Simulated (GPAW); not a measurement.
# CdS (Greenockite) (P6_3mc) in GPAW: notebook

The runs below take CdS (Greenockite) through band structure, with LDA, vdW-DF2, BEEF-vdW, mBEEF.

Program: GPAW 26.7.0. These are calculated values, not measurements. Logs are shortened: lines on timing, memory, paths and dates and some standing lists are left out, and cuts for length are marked. The log counts tension as positive stress, the text compression.

**What was measured.**

From “Isotope dependence of band-gap energy”, 2008, arxiv:0807.2152, for a bulk crystal of CdS: band gap 2.5809 ± 0.0002 eV.

The runs below are set against these values where they give the same quantity.

## (1) Starting point

Symmetry: P6_3mc, No. 186, hexagonal system. Conventional cell: a = 4.150 Å, b = 4.150 Å, c = 6.737 Å, α = 90.00°, β = 90.00°, γ = 120.00°. Cd (site symmetry 3m) has 4 S at 2.53 to 2.54 Å as nearest neighbours. S (site symmetry 3m) has 4 Cd at 2.53 to 2.54 Å as nearest neighbours.

## (2) Band structure, LDA

File run.py:

```python
from ase.dft.bandgap import bandgap
from ase.io import read, write
from ase.units import GPa
from gpaw import GPAW, PW

atoms = read('CdS.cif')

calc = GPAW(mode=PW(600),
            xc='LDA',
            kpts={'size': (5, 5, 3), 'gamma': True},
            occupations={'name': 'fermi-dirac', 'width': 0.05},
            setups={'S': 'v3'},
            nbands=-13,
            convergence={'density': 1e-05, 'energy': 1e-05},
            maxiter=150,
            txt='gpaw.txt')
atoms.calc = calc
energy = atoms.get_potential_energy()
forces = atoms.get_forces()
stress = atoms.get_stress()
calc.write('gs.gpw')
write('result.traj', atoms)
print(f'Energy: {energy:.6f} eV')
print('Forces (eV/A):')
print(forces.round(4))
print('Stress (GPa):', (stress / GPa).round(3))
print('Fermi level:', round(calc.get_fermi_level(), 4), 'eV')
print(f'Gap: {bandgap(calc)[0]:.4f} eV, direct: {bandgap(calc, direct=True)[0]:.4f} eV')

path = atoms.cell.bandpath('GMKGALHA,LM,KH', npoints=80, eps=1e-4)
bs_calc = calc.fixed_density(kpts=path, symmetry='off', nbands=-29,
                             convergence={'bands': 'CBM+6.0', 'eigenstates': 1e-6}, txt='bands.txt')
bs = bs_calc.band_structure()
bs.write('bs.json')
print(f'Gap on the path: {bandgap(bs_calc)[0]:.4f} eV')
```

File CdS.cif:

```cif
data_CdS
_cell_length_a 4.15000000
_cell_length_b 4.15000000
_cell_length_c 6.73700000
_cell_angle_alpha 90.00000000
_cell_angle_beta 90.00000000
_cell_angle_gamma 120.00000000
_space_group_name_H-M_alt 'P6_3mc'
_space_group_name_Hall 'P 6c -2c'
_space_group_IT_number 186
loop_
_space_group_symop_operation_xyz
'x,y,z'
'x-y,x,z+1/2'
'-y,x-y,z'
'-x,-y,z+1/2'
'-x+y,-x,z'
'y,-x+y,z+1/2'
'y,x,z+1/2'
'x,x-y,z'
'x-y,-y,z+1/2'
'-y,-x,z'
'-x,-x+y,z+1/2'
'-x+y,y,z'
loop_
_atom_site_label
_atom_site_type_symbol
_atom_site_symmetry_multiplicity
_atom_site_Wyckoff_symbol
_atom_site_fract_x
_atom_site_fract_y
_atom_site_fract_z
_atom_site_occupancy
Cd1 Cd 2 b 0.6666666667 0.3333333333 0.5000000000 1
S1 S 2 b 0.6666666667 0.3333333333 0.8750000000 1
```

Potentials or basis: the program's PAW data sets (release 1.2.1) made for this functional, newer versions, pw.

Run with:

```bash
OMP_NUM_THREADS=1 python run.py
```

gpaw.txt:

```text
__  _  _
 | _ |_)|_||  |
 |__||  | ||/\| - 26.7.0

Input parameters:
  mode=PW(ecut=600.0),
  convergence={'density': 1e-05, 'energy': 1e-05},
  kpts=MonkhorstPack(size=(5, 5, 3), gamma=True),
  maxiter=150,
  nbands=-13,
  occupations=Occupations(name='fermi-dirac', width=0.05),
  setups={'S': 'v3'},
  xc=XC(name='LDA')

Diagonalizing LCAO Hamiltonian
Converting LCAO to pw mode

            S

            Cd
        S

        Cd

Atoms  # Å, Bohr magnetons
|   | symbol |        x |        y |        z |    initial magnetic moments |
|---|--------|----------|----------|----------|-----------------------------|
| 0 |     Cd | 2.075000 | 1.198002 | 3.368500 | ( 0.0000,  0.0000,  0.0000) |
| 1 |     Cd | 0.000000 | 2.396004 | 0.000000 | ( 0.0000,  0.0000,  0.0000) |
| 2 |      S | 2.075000 | 1.198002 | 5.894875 | ( 0.0000,  0.0000,  0.0000) |
| 3 |      S | 0.000000 | 2.396004 | 2.526375 | ( 0.0000,  0.0000,  0.0000) |

Unit cell  # Å
| periodic |         x |        y |        z |  lengths |     angles |
|----------|-----------|----------|----------|----------|------------|
|      yes |  4.150000 | 0.000000 | 0.000000 | 4.150000 |  90.000000 |
|      yes | -2.075000 | 3.594005 | 0.000000 | 4.150000 |  90.000000 |
|      yes |  0.000000 | 0.000000 | 6.737000 | 6.737000 | 120.000000 |

Number of symmetries: 6
Symmetry operations  # r_c * U_cc + t_c -> r_c
|   | kind |            matrix            |
|---|------|------------------------------|
| 0 |  σ   |  1, 1, 0,  0,-1, 0,  0, 0, 1 |
| 1 |  E   |  1, 0, 0,  0, 1, 0,  0, 0, 1 |
| 2 |  C3  |  0, 1, 0, -1,-1, 0,  0, 0, 1 |
| 3 |  σ   |  0,-1, 0, -1, 0, 0,  0, 0, 1 |
| 4 |  σ   | -1, 0, 0,  1, 1, 0,  0, 0, 1 |
| 5 |  C3  | -1,-1, 0,  1, 0, 0,  0, 0, 1 |

BZ-sampling:
  Number of BZ points: 75
  Number of IBZ points: 12

  Monkhorst-Pack size: [5, 5, 3]
  Monkhorst-Pack shift: [0, 0, 0]

K-points  # in reciprocal-cell coordinates
|     |                                coordinates |     weight |
|-----|--------------------------------------------|------------|
|   0 | (  0.00000000,   0.00000000,   0.00000000) | 0.01333333 |
|   1 | (  0.00000000,   0.00000000,   0.33333333) | 0.02666667 |
|   2 | (  0.20000000,   0.00000000,  -0.33333333) | 0.08000000 |
|   3 | (  0.20000000,   0.00000000,   0.00000000) | 0.08000000 |
|   4 | (  0.20000000,   0.00000000,   0.33333333) | 0.08000000 |
|   5 | (  0.40000000,  -0.20000000,   0.00000000) | 0.08000000 |
|   6 | (  0.40000000,  -0.20000000,   0.33333333) | 0.16000000 |
|   7 | (  0.40000000,   0.00000000,  -0.33333333) | 0.08000000 |
|   8 | (  0.40000000,   0.00000000,   0.00000000) | 0.08000000 |
|   9 | (  0.40000000,   0.00000000,   0.33333333) | 0.08000000 |
| ... |                                            |            |
|  11 | (  0.40000000,   0.40000000,   0.33333333) | 0.16000000 |

Plane wave coefficients: 3372
Cutoff: 600.0 eV

Spin-components: 1 (collinear spins)
Bands:           31
Projectors:      22
Spin-degeneracy: 2
Datatype:        complex128

Parallelization:
  kpt:    1
  domain: 1
  band:   1

Density:
  Valence electrons: 36.0
  Components: 1
  Grid points: [24 24 40]
  Charge: 0.0  # |e|

Potential:
  Grid points: [24 24 40]

species:
  Cd:
    name:    Cadmium
    Z:       48.0
    valence: 12
    core:    36
    charge:  0.0  # [|e|]
    compensation charges:
      type: gauss
      rc: 0.38  # [Å]
      lmax: 2
    cutoffs:
      filter: 2.12  # [Å]
      core: 2.62  # [Å]
    projectors
    | kind |    occ | energy [eV] | rcut [Å] |
    |------|--------|-------------|----------|
    |   5s |  2.000 |      -5.950 |    1.191 |
    |   5p |  0.000 |      -1.328 |    1.228 |
    |   4d | 10.000 |     -11.904 |    1.164 |
    |    s |        |      21.261 |    1.191 |
    |    p |        |      25.883 |    1.228 |
    |    d |        |      15.307 |    1.164 |

    Using partial waves for Cd as LCAO basis

  S:
    name:    Sulfur
    Z:       16.0
    valence: 6
    core:    10
    charge:  0.0  # [|e|]
    compensation charges:
      type: gauss
      rc: 0.26  # [Å]
      lmax: 2
    cutoffs:
      filter: 2.13  # [Å]
      core: 1.67  # [Å]
    projectors
    | kind |    occ | energy [eV] | rcut [Å] |
    |------|--------|-------------|----------|
    |   3s |  2.000 |     -17.281 |    1.217 |
    |   3p |  4.000 |      -7.107 |    0.953 |
    |    s |        |       9.931 |    1.217 |
    |    p |        |      20.105 |    0.953 |
    |    d |        |       0.000 |    0.847 |

    Using partial waves for S as LCAO basis

Reference energy: -325722.907966  # eV

eigensolver:
  PPCG
  Converge bands: occupied
  niter=2

density mixing:
  MSR1-Mixer
  Pratt-step length: 0.05
  Maximum mixing coefficient: 0.75
  Old densities: 10
  SVD Regularization: 0.005
  Good broyden scale: 1.0
  Trust region scale: 1.0
  Backstep threshold: 4.0
  History deletion threshold: 6.0
  Fourier metric: weight=20.0, sigma=0.015

occupation numbers:
  Fermi-Dirac:
    width: 0.0500  # eV

poisson solver:
  ecut: 4800.0  # eV

xc functional:
  name: None

convergence criteria:
- Maximum integral of absolute [dens]ity change: 1e-05 electrons / valence electron
- Maximum [total energy] change in last 3 cyles: 1e-05 eV / valence electron
- Maximum integral of absolute [eigenst]ate change: 4e-08 eV^2 / valence electron
maximum number of iterations: 150

SCF iterations
|iter     | |      energy | eigst |  dens |
|---------|-|-------------|-------|-------|
|iter:   1| |  -16.093302 | -0.38 |       |
|iter:   2| |  -15.894211 | -1.81 | -1.15 |
|iter:   3| |  -15.157353 | -1.41 | -1.19 |
|iter:   4| |  -15.140346 | -3.18 | -1.72 |
|iter:   5| |  -15.137128 | -3.62 | -2.18 |
|iter:   6| |  -15.137093 | -5.05 | -2.84 |
|iter:   7| |  -15.137097c| -6.31 | -3.55 |
|iter:   8| |  -15.137097c| -7.27 | -4.41 |
|iter:   9| |  -15.137097c| -7.58c| -4.70 |
|iter:  10| |  -15.137097c| -7.94c| -5.38c|

Converged in 10 steps
Energy contributions relative to reference atoms: (reference = -325722.907966)

Energy contributions:
  Kinetic:          27.196189
  Coulomb:         -24.678001
  Zero:              0.026800
  External:          0.000000
  Xc:              -17.682083
  Entropy:          -0.000006
  Spinorbit:         0.000000
  ----------------------------
  Free energy:     -15.137100
  Extrapolated:    -15.137097

dipole moment: (-0.000016, -0.000012, -19.107131)  # |e|*Ang

Fermi level: 3.634
Eigenvalues  # (at kpt = [0.000, 0.000, 0.000])
| band index |      eig [eV] | occ [0-2] |
|------------|---------------|-----------|
|          0 |        -9.147 |     2.000 |
|        ... |               |           |
|         10 |        -3.989 |     2.000 |
|         11 |        -3.654 |     2.000 |
|         12 |        -1.303 |     2.000 |
|         13 |         2.381 |     2.000 |
|         14 |         2.381 |     2.000 |
|         15 |         3.116 |     2.000 |
[... 8 lines left out ...]
|         24 |        10.523 |     0.000 |
|         25 |        10.563 |     0.000 |
|        ... |               |           |
|         30 |        14.547 |     0.000 |

Gap: 0.894 eV
Transition (v -> c):
  (s=0, k=0, n=17, [0.00, 0.00, 0.00]) -> (s=0, k=0, n=18, [0.00, 0.00, 0.00])
No difference between direct/indirect transitions

Forces  # eV/Ang
|       x |       y |        z |
|---------|---------|----------|
| 0.00000 | 0.00000 | -0.05742 |  # Cd   0
| 0.00000 | 0.00000 | -0.05703 |  # Cd   1
| 0.00000 | 0.00000 |  0.05739 |  # S    2
| 0.00000 | 0.00000 |  0.05689 |  # S    3

Stress tensor  # eV/Ang^3
|         x |         y |        z |
|-----------|-----------|----------|
|  0.021615 | -0.000000 | 0.000000 |
| -0.000000 |  0.021615 | 0.000000 |
|  0.000000 |  0.000000 | 0.018340 |

# Writing to gs.gpw (mode='')
```

Wall time 2.3 min (1 thread of Intel Xeon Platinum 8259CL at 2.50GHz (Skylake/Cascade Lake), shared host); peak memory 0.49 GiB.

Results:

| Item | Value |
| --- | --- |
| Free energy | -15.1371 eV |
| Pressure | -3.3 GPa |
| Largest force | 0.057 eV/Å |
| Band gap on the k mesh | 0.89 eV, direct |
| Band gap along the path | 0.89 eV, direct |

Forces on the atoms (eV/Å):
```
Cd   0.000  0.000 -0.057
Cd   0.000  0.000 -0.057
S    0.000  0.000  0.057
S    0.000  0.000  0.057
```

Levels at the corners of the path, in eV from the valence-band top:
```csv
point,band 15,band 16,band 17,band 18,band 19,band 20,band 21,band 22
Γ,-0.78,-0.05,0.00,0.00,0.89,2.52,6.23,6.23
M,-2.71,-1.91,-1.34,-0.75,3.47,3.64,4.89,6.14
K,-3.15,-1.89,-1.89,-1.65,4.40,4.88,4.88,6.88
Γ,-0.78,-0.05,0.00,0.00,0.89,2.52,6.23,6.23
A,-0.41,-0.41,-0.41,-0.41,2.58,2.58,5.93,5.93
L,-1.36,-1.36,-1.36,-1.36,3.22,3.22,5.18,5.18
H,-2.46,-2.46,-1.14,-1.14,4.16,4.16,5.85,5.85
A,-0.41,-0.41,-0.41,-0.41,2.58,2.58,5.93,5.93
L,-1.36,-1.36,-1.36,-1.36,3.22,3.22,5.18,5.18
M,-2.71,-1.91,-1.34,-0.75,3.47,3.64,4.89,6.14
K,-3.15,-1.89,-1.89,-1.65,4.40,4.88,4.88,6.88
H,-2.46,-2.46,-1.14,-1.14,4.16,4.16,5.85,5.85
```

## (3) Band structure, vdW-DF2, spin-orbit coupling, no magnetisation

File run.py:

```python
import numpy as np
from ase.dft.bandgap import bandgap
from ase.io import write
from ase.spacegroup import crystal
from gpaw import GPAW, PW
from gpaw.spinorbit import soc_eigenstates

# Cd 2b
# S 2b
atoms = crystal(['Cd', 'S'],
                basis=[[0.6666666667, 0.3333333333, 0.5],
                       [0.6666666667, 0.3333333333, 0.875]],
                spacegroup=186, setting=1,  # P6_3mc
                cellpar=[4.15, 4.15, 6.737, 90.0, 90.0, 120.0],
                primitive_cell=True)

calc = GPAW(mode=PW(600),
            xc={'name': 'vdW-DF2', 'backend': 'libvdwxc'},
            kpts={'size': (5, 5, 3), 'gamma': True},
            occupations={'name': 'fermi-dirac', 'width': 0.05},
            nbands=31,
            convergence={'density': 1e-05, 'energy': 1e-05},
            maxiter=150,
            txt='gpaw.txt')
atoms.calc = calc
energy = atoms.get_potential_energy()
forces = atoms.get_forces()
calc.write('gs.gpw')
write('result.traj', atoms)
print(f'Energy: {energy:.6f} eV')
print('Forces (eV/A):')
print(forces.round(4))
print('Fermi level:', round(calc.get_fermi_level(), 4), 'eV')
print(f'Gap: {bandgap(calc)[0]:.4f} eV, direct: {bandgap(calc, direct=True)[0]:.4f} eV')

path = atoms.cell.bandpath('GMKGALHA,LM,KH', npoints=100, eps=1e-4)
bs_calc = calc.fixed_density(kpts=path, symmetry='off', nbands=51,
                             convergence={'bands': 'CBM+6.0', 'eigenstates': 1e-6}, txt='bands.txt')
bs = bs_calc.band_structure()
bs.write('bs.json')
print(f'Gap on the path: {bandgap(bs_calc)[0]:.4f} eV')

soc = soc_eigenstates(bs_calc, theta=90, phi=45)
np.savetxt('soc_bands.dat', soc.eigenvalues(), fmt='%.4f')
mesh = soc_eigenstates('gs.gpw', theta=90, phi=45)
np.savetxt('soc_mesh.dat', mesh.eigenvalues(), fmt='%.4f')
print('Fermi level with spin-orbit coupling:', round(mesh.fermi_level, 4), 'eV')
```

Potentials or basis: GPAW PAW data sets (gpaw-data 1.2.1), pw.

Run with:

```bash
OMP_NUM_THREADS=1 python run.py
```

It took 61 s on 1 thread of AMD EPYC 9R45 (Zen 5), shared host; peak memory 0.66 GiB.

The run converged. Its results:

| Quantity | Value |
| --- | --- |
| Free energy | -274.7636 eV |
| Largest force | 0.063 eV/Å |
| Band gap on the k mesh | 1.02 eV, direct |
| Band gap along the path | 1.02 eV, direct |

Forces on the atoms (eV/Å):
```
Cd   0.000  0.000 -0.063
Cd   0.000  0.000 -0.063
S    0.000  0.000  0.063
S    0.000  0.000  0.063
```

Levels at the corners of the path, in eV from the valence-band top:
| point | band 34 | band 35 | band 36 | band 37 | band 38 | band 39 |
| --- | --- | --- | --- | --- | --- | --- |
| Γ | -0.02 | 0.00 | 0.00 | 1.02 | 1.02 | 2.71 |
| M | -1.28 | -0.72 | -0.72 | 3.61 | 3.61 | 3.81 |
| K | -1.77 | -1.59 | -1.59 | 4.54 | 4.54 | 4.94 |
| Γ | -0.02 | 0.00 | 0.00 | 1.02 | 1.02 | 2.71 |
| A | -0.38 | -0.38 | -0.38 | 2.71 | 2.71 | 2.71 |
| L | -1.29 | -1.29 | -1.29 | 3.38 | 3.38 | 3.38 |
| H | -1.10 | -1.09 | -1.09 | 4.31 | 4.31 | 4.36 |
| A | -0.38 | -0.38 | -0.38 | 2.71 | 2.71 | 2.71 |
| L | -1.29 | -1.29 | -1.29 | 3.38 | 3.38 | 3.38 |
| M | -1.28 | -0.72 | -0.72 | 3.61 | 3.61 | 3.81 |
| K | -1.77 | -1.59 | -1.59 | 4.54 | 4.54 | 4.94 |
| H | -1.10 | -1.09 | -1.09 | 4.31 | 4.31 | 4.36 |

Caveat: spin-orbit coupling was added after a scalar SCF, so levels and gaps hold it while energy, forces, pressure and moments don't; this program's spin-orbit splittings come out too wide for heavy elements; the PAW data sets were made with another functional, which shifts forces and pressure a little.

## (4) Band structure, BEEF-vdW, spin-orbit coupling, no magnetisation

File run.py:

```python
import numpy as np
from ase.dft.bandgap import bandgap
from ase.io import read, write
from gpaw import GPAW, PW
from gpaw.spinorbit import soc_eigenstates

atoms = read('CdS.cif')

calc = GPAW(mode=PW(600),
            xc={'name': 'BEEF-vdW', 'backend': 'libvdwxc'},
            kpts={'size': (5, 5, 3), 'gamma': True},
            occupations={'name': 'fermi-dirac', 'width': 0.05},
            nbands=31,
            convergence={'density': 1e-05, 'energy': 1e-05},
            maxiter=150,
            txt='gpaw.txt')
atoms.calc = calc
energy = atoms.get_potential_energy()
forces = atoms.get_forces()
calc.write('gs.gpw')
write('result.traj', atoms)
print(f'Energy: {energy:.6f} eV')
print('Forces (eV/A):')
print(forces.round(4))
print('Fermi level:', round(calc.get_fermi_level(), 4), 'eV')
print(f'Gap: {bandgap(calc)[0]:.4f} eV, direct: {bandgap(calc, direct=True)[0]:.4f} eV')

path = atoms.cell.bandpath('GMKGALHA,LM,KH', npoints=80, eps=1e-4)
bs_calc = calc.fixed_density(kpts=path, symmetry='off', nbands=51,
                             convergence={'bands': 'CBM+6.0', 'eigenstates': 1e-6}, txt='bands.txt')
bs = bs_calc.band_structure()
bs.write('bs.json')
print(f'Gap on the path: {bandgap(bs_calc)[0]:.4f} eV')

soc = soc_eigenstates(bs_calc, theta=90, phi=0)
np.savetxt('soc_bands.dat', soc.eigenvalues(), fmt='%.4f')
mesh = soc_eigenstates('gs.gpw', theta=90, phi=0)
np.savetxt('soc_mesh.dat', mesh.eigenvalues(), fmt='%.4f')
print('Fermi level with spin-orbit coupling:', round(mesh.fermi_level, 4), 'eV')
```

File CdS.cif:

```cif
data_CdS
_cell_length_a 4.15000000
_cell_length_b 4.15000000
_cell_length_c 6.73700000
_cell_angle_alpha 90.00000000
_cell_angle_beta 90.00000000
_cell_angle_gamma 120.00000000
_space_group_name_H-M_alt 'P1'
_space_group_name_Hall 'P 1'
_space_group_IT_number 1
loop_
_space_group_symop_operation_xyz
'x,y,z'
loop_
_atom_site_label
_atom_site_type_symbol
_atom_site_symmetry_multiplicity
_atom_site_Wyckoff_symbol
_atom_site_fract_x
_atom_site_fract_y
_atom_site_fract_z
_atom_site_occupancy
Cd1 Cd 1 a 0.6666666667 0.3333333333 0.5000000000 1
Cd2 Cd 1 a 0.3333333333 0.6666666667 0.0000000000 1
S1 S 1 a 0.6666666667 0.3333333333 0.8750000000 1
S2 S 1 a 0.3333333333 0.6666666667 0.3750000000 1
```

Run with:

```bash
OMP_NUM_THREADS=1 python run.py
```

Run time: 53 s. Hardware: 1 thread of AMD EPYC 9R45 (Zen 5), shared host; peak memory 0.59 GiB.

Results (log left out):

```yaml
Free_energy: -375.0908 eV
Largest_force: 0.063 eV/Å
Band_gap_on_the_k_mesh: 1.33 eV, direct
Band_gap_along_the_path: 1.33 eV, direct
```

Forces on the atoms (eV/Å):
```
Cd   0.000  0.000 -0.062
Cd   0.000  0.000 -0.062
S    0.000  0.000  0.063
S    0.000  0.000  0.063
```

Levels at the corners of the path, in eV from the valence-band top:
| point | band 33 | band 34 | band 35 | band 36 | band 37 | band 38 | band 39 | band 40 |
| --- | --- | --- | --- | --- | --- | --- | --- | --- |
| Γ | -0.02 | -0.02 | 0.00 | 0.00 | 1.33 | 1.33 | 2.94 | 2.94 |
| M | -1.25 | -1.25 | -0.71 | -0.71 | 3.83 | 3.83 | 4.03 | 4.03 |
| K | -1.78 | -1.75 | -1.55 | -1.55 | 4.77 | 4.77 | 5.13 | 5.16 |
| Γ | -0.02 | -0.02 | 0.00 | 0.00 | 1.33 | 1.33 | 2.94 | 2.94 |
| A | -0.37 | -0.37 | -0.37 | -0.37 | 2.96 | 2.96 | 2.96 | 2.96 |
| L | -1.27 | -1.27 | -1.27 | -1.27 | 3.62 | 3.62 | 3.62 | 3.62 |
| H | -1.09 | -1.08 | -1.07 | -1.07 | 4.50 | 4.50 | 4.55 | 4.55 |
| A | -0.37 | -0.37 | -0.37 | -0.37 | 2.96 | 2.96 | 2.96 | 2.96 |
| L | -1.27 | -1.27 | -1.27 | -1.27 | 3.62 | 3.62 | 3.62 | 3.62 |
| M | -1.25 | -1.25 | -0.71 | -0.71 | 3.83 | 3.83 | 4.03 | 4.03 |
| K | -1.78 | -1.75 | -1.55 | -1.55 | 4.77 | 4.77 | 5.13 | 5.16 |
| H | -1.09 | -1.08 | -1.07 | -1.07 | 4.50 | 4.50 | 4.55 | 4.55 |

Caveat: spin-orbit coupling was added after a scalar SCF, so levels and gaps hold it while energy, forces, pressure and moments don't; this program's spin-orbit splittings come out too wide for heavy elements; the PAW data sets were made with another functional, which shifts forces and pressure a little.

(Part 1 of 2 ends here.)
